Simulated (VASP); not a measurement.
# GaS (P6_3/mmc) in VASP: settings compared, part 2 of 2

VASP 6.6.1.

### 4 Relaxation of cell and atoms, PBE+D3(BJ)

This run uses another cell than the first one, of 21.49 Å³/atom, 0.904 times its volume.

Input file INCAR:

```
PREC     = Accurate       # precision mode
ENCUT    = 600            # plane-wave cutoff, eV
EDIFF    = 1E-7           # SCF threshold, eV
ISMEAR   = 0              # smearing method
SIGMA    = 0.03           # smearing width, eV
LREAL    = F              # projectors in reciprocal space
LASPH    = T              # aspherical terms in the spheres
NELM     = 80             # most SCF steps
ALGO     = Normal         # electronic algorithm
ISIF     = 3              # what is computed and relaxed
LWAVE    = F              # write WAVECAR
LCHARG   = F              # write CHGCAR
GGA      = PE             # functional
IVDW     = 12             # dispersion correction
IBRION   = 2              # ionic algorithm
NSW      = 90             # ionic steps
EDIFFG   = -0.005         # ionic threshold
KPAR     = 2
```

Input file KPOINTS:

```
Automatic mesh
0
Gamma
  9 9 2
```

Input file POSCAR:

```
GaS                                     
1.0
    3.5881281483     -0.0000000000     -0.0000000000
   -1.7940640742      3.1074101285      0.0000000000
   -0.0000000000     -0.0000000000     15.4225057254
  Ga              S             
     4     4
Direct
     0.3333333332999970    0.6666666667000030    0.1706235578836870
     0.6666666667000030    0.3333333332999970    0.6706235578836870
     0.3333333332999970    0.6666666667000030    0.3293764421163130
     0.6666666667000030    0.3333333332999970    0.8293764421163130
     0.3333333332999970    0.6666666667000030    0.5999385165972416
     0.6666666667000030    0.3333333332999970    0.0999385165972416
     0.3333333332999970    0.6666666667000030    0.9000614834027584
     0.6666666667000030    0.3333333332999970    0.4000614834027584
```

Run with:

```
> cat potpaw_PBE.64/Ga_d/POTCAR potpaw_PBE.64/S/POTCAR > POTCAR
> mpirun -np 2 vasp_std > vasp.out
```

Wall time 1.9 min (2 MPI ranks of Intel Xeon 6975P-C (Granite Rapids), shared host); peak memory 0.45 GiB.

The run converged. Its results:

```yaml
Free_energy: -35.3998 eV
Energy_gained_by_relaxing: 0.0 meV/atom
Ionic_steps: 2
Pressure_after_relaxing: 0.0 GPa
Largest_force_after_relaxing: 0.005 eV/Å
Band_gap_on_the_k_mesh: 1.57 eV, indirect (least direct gap 1.67 eV)
Dispersion_energy_per_atom: -0.274 eV
```

Forces on the atoms (eV/Å):
```
Ga   0.000  0.000  0.002
Ga   0.000  0.000  0.002
Ga   0.000  0.000 -0.002
Ga   0.000  0.000 -0.002
S    0.000  0.000  0.005
S    0.000  0.000  0.005
S    0.000  0.000 -0.005
S    0.000  0.000 -0.005
```

Final structure:
```
Ga S
1.0
     3.58824    0.00000    0.00000
    -1.79412    3.10751    0.00000
     0.00000    0.00000   15.42278
Ga S
4 4
Direct
  0.33333 0.66667 0.17063
  0.66667 0.33333 0.67063
  0.33333 0.66667 0.32937
  0.66667 0.33333 0.82937
  0.33333 0.66667 0.59996
  0.66667 0.33333 0.09996
  0.33333 0.66667 0.90004
  0.66667 0.33333 0.40004
```

Levels at points of the mesh, in eV from the valence-band top:
```
           k point  band 36  band 37  band 38  band 39  band 40  band 41
(0.00, 0.00, 0.00)    -1.41    -1.41     0.00     1.67     2.37     2.84
(0.00, 0.00, 0.50)    -1.44    -0.73    -0.73     2.11     2.11     2.93
```

Caveat: an odd mesh through Γ misses points on the zone boundary, where band edges often lie.

### 5 Relaxation of cell and atoms, PBE+D3(BJ)

This run uses another cell than the first one, of 21.57 Å³/atom, 0.907 times its volume.

Input file INCAR:

```
SYSTEM = GaS
PREC = Accurate ; ENCUT = 600
EDIFF = 1E-6 ; ISMEAR = 0
SIGMA = 0.03 ; LREAL = .FALSE.
LASPH = .TRUE. ; NELM = 80
ALGO = Normal ; ISIF = 3
LWAVE = .FALSE. ; LCHARG = .FALSE.
GGA = PE ; IVDW = 12
IBRION = 2 ; NSW = 90
EDIFFG = -0.01 ; KPAR = 2
```

Input file KPOINTS:

```
regular mesh
0
G
  9 9 2
  0 0 0
```

Input file POSCAR:

```
GaS
1.0
    3.5850000000      0.0000000000      0.0000000000
   -1.7925000000      3.1047010726      0.0000000000
    0.0000000000      0.0000000000     15.5000000000
Ga S
4 4
Direct
    0.3333333333      0.6666666667      0.1700000000
    0.6666666667      0.3333333333      0.6700000000
    0.3333333333      0.6666666667      0.3300000000
    0.6666666667      0.3333333333      0.8300000000
    0.3333333333      0.6666666667      0.6000000000
    0.6666666667      0.3333333333      0.1000000000
    0.3333333333      0.6666666667      0.9000000000
    0.6666666667      0.3333333333      0.4000000000
```

Run with:

```
> cat potpaw_PBE.64/Ga_d/POTCAR potpaw_PBE.64/S/POTCAR > POTCAR
> mpirun -np 2 vasp_std > vasp.out
```

It took 6.4 min on 2 MPI ranks of Intel Xeon Platinum 8488C (Sapphire Rapids), shared host; peak memory 0.45 GiB.

The run converged. Its results:

```yaml
Free_energy: -35.3999 eV
Relaxed_volume: 21.49 Å³/atom
Relaxed_cell: a = 3.588 Å, b = 3.588 Å, c = 15.423 Å, α = 90.00°, β = 90.00°, γ = 120.00°
Space_group_after_relaxing_to_0.05_Å: P6_3/mmc (No. 194)
Energy_gained_by_relaxing: 0.9 meV/atom
Ionic_steps: 5
Pressure_after_relaxing: 0.0 GPa
Largest_force_after_relaxing: 0.007 eV/Å
Band_gap_on_the_k_mesh: 1.57 eV, indirect (least direct gap 1.67 eV)
Dispersion_energy_per_atom: -0.274 eV
```

Forces on the atoms (eV/Å):
```
Ga   0.000  0.000  0.001
Ga   0.000  0.000  0.001
Ga   0.000  0.000 -0.001
Ga   0.000  0.000 -0.001
S    0.000  0.000  0.007
S    0.000  0.000  0.007
S    0.000  0.000 -0.007
S    0.000  0.000 -0.007
```

The path:
| step | energy change (eV) | largest force (eV/Å) | pressure (GPa) | volume (Å³) |
| --- | --- | --- | --- | --- |
| 1 | 0.0000 | 0.2532 | -0.06 | 172.52 |
| 2 | -0.0065 | 0.0831 | -0.22 | 172.32 |
| 3 | -0.0071 | 0.0319 | -0.19 | 172.36 |
| 4 | -0.0074 | 0.0061 | 0.07 | 171.74 |
| 5 | -0.0074 | 0.0074 | 0.01 | 171.96 |

Final structure:
```yaml
crystal:
  lattice:
    - [3.58813, 0.00000, 0.00000]
    - [-1.79406, 3.10741, 0.00000]
    - [0.00000, 0.00000, 15.42251]
  atoms:
    - { symbol: Ga, position: [0.33333, 0.66667, 0.17062] }
    - { symbol: Ga, position: [0.66667, 0.33333, 0.67062] }
    - { symbol: Ga, position: [0.33333, 0.66667, 0.32938] }
    - { symbol: Ga, position: [0.66667, 0.33333, 0.82938] }
    - { symbol: S, position: [0.33333, 0.66667, 0.59994] }
    - { symbol: S, position: [0.66667, 0.33333, 0.09994] }
    - { symbol: S, position: [0.33333, 0.66667, 0.90006] }
    - { symbol: S, position: [0.66667, 0.33333, 0.40006] }
```

Levels at points of the mesh, in eV from the valence-band top:
| k point | band 36 | band 37 | band 38 | band 39 | band 40 | band 41 |
| --- | --- | --- | --- | --- | --- | --- |
| (0.00, 0.00, 0.00) | -1.41 | -1.41 | 0.00 | 1.67 | 2.37 | 2.85 |
| (0.00, 0.00, 0.50) | -1.44 | -0.73 | -0.73 | 2.11 | 2.11 | 2.93 |

Caveat: an odd mesh through Γ misses points on the zone boundary, where band edges often lie.

### 6 Relaxation of cell and atoms, PBE+D3(BJ)

This run uses another cell than the first one, of 21.49 Å³/atom, 0.904 times its volume.

Input file INCAR:

```
SYSTEM = GaS
PREC = Accurate ; ENCUT = 600
EDIFF = 1E-7 ; ISMEAR = 0
SIGMA = 0.03 ; LREAL = .FALSE.
LASPH = .TRUE. ; NELM = 80
ALGO = Normal ; ISIF = 3
LWAVE = .FALSE. ; LCHARG = .FALSE.
GGA = PE ; IVDW = 12
IBRION = 2 ; NSW = 90
EDIFFG = -0.005 ; KPAR = 2
```

KPOINTS is that of step 5.

Input file POSCAR:

```
GaS                                     
1.0
    3.5881281483     -0.0000000000     -0.0000000000
   -1.7940640742      3.1074101285      0.0000000000
   -0.0000000000     -0.0000000000     15.4225057254
  Ga              S             
     4     4
Direct
     0.3333333332999970    0.6666666667000030    0.1706235578836870
     0.6666666667000030    0.3333333332999970    0.6706235578836870
     0.3333333332999970    0.6666666667000030    0.3293764421163130
     0.6666666667000030    0.3333333332999970    0.8293764421163130
     0.3333333332999970    0.6666666667000030    0.5999385165972416
     0.6666666667000030    0.3333333332999970    0.0999385165972416
     0.3333333332999970    0.6666666667000030    0.9000614834027584
     0.6666666667000030    0.3333333332999970    0.4000614834027584
```

Potentials or basis: VASP PAW PBE potentials, release 64 (Ga_d, S).

Run with:

```
> cat potpaw_PBE.64/Ga_d/POTCAR potpaw_PBE.64/S/POTCAR > POTCAR
> mpirun -np 2 vasp_std > vasp.out
```

It took 3.1 min on 2 MPI ranks of Intel Xeon Platinum 8488C (Sapphire Rapids), shared host; peak memory 0.45 GiB.

Results (log left out):

| Quantity | Value |
| --- | --- |
| Free energy | -35.3998 eV |
| Energy gained by relaxing | 0.0 meV/atom |
| Ionic steps | 2 |
| Pressure after relaxing | 0.0 GPa |
| Largest force after relaxing | 0.005 eV/Å |
| Band gap on the k mesh | 1.57 eV, indirect (least direct gap 1.67 eV) |
| Dispersion energy per atom | -0.274 eV |

Forces on the atoms (eV/Å):
```
Ga   0.000  0.000  0.002
Ga   0.000  0.000  0.002
Ga   0.000  0.000 -0.002
Ga   0.000  0.000 -0.002
S    0.000  0.000  0.005
S    0.000  0.000  0.005
S    0.000  0.000 -0.005
S    0.000  0.000 -0.005
```

Final structure:
```cif
data_structure
_symmetry_space_group_name_H-M 'P 1'
_symmetry_Int_Tables_number 1
_cell_length_a 3.5882
_cell_length_b 3.5882
_cell_length_c 15.4228
_cell_angle_alpha 90.000
_cell_angle_beta 90.000
_cell_angle_gamma 120.000
_cell_volume 171.97
loop_
_atom_site_label
_atom_site_type_symbol
_atom_site_fract_x
_atom_site_fract_y
_atom_site_fract_z
_atom_site_occupancy
Ga1 Ga 0.33333 0.66667 0.17063 1
Ga2 Ga 0.66667 0.33333 0.67063 1
Ga3 Ga 0.33333 0.66667 0.32937 1
Ga4 Ga 0.66667 0.33333 0.82937 1
S1 S 0.33333 0.66667 0.59996 1
S2 S 0.66667 0.33333 0.09996 1
S3 S 0.33333 0.66667 0.90004 1
S4 S 0.66667 0.33333 0.40004 1
```

Levels at points of the mesh, in eV from the valence-band top:
| k point | band 34 | band 35 | band 36 | band 37 | band 38 | band 39 | band 40 | band 41 | band 42 | band 43 |
| --- | --- | --- | --- | --- | --- | --- | --- | --- | --- | --- |
| (0.00, 0.00, 0.00) | -1.51 | -1.46 | -1.41 | -1.41 | 0.00 | 1.67 | 2.37 | 2.84 | 3.06 | 4.61 |
| (0.00, 0.00, 0.50) | -1.44 | -1.44 | -1.44 | -0.73 | -0.73 | 2.11 | 2.11 | 2.93 | 2.93 | 4.67 |

Caveat: an odd mesh through Γ misses points on the zone boundary, where band edges often lie.
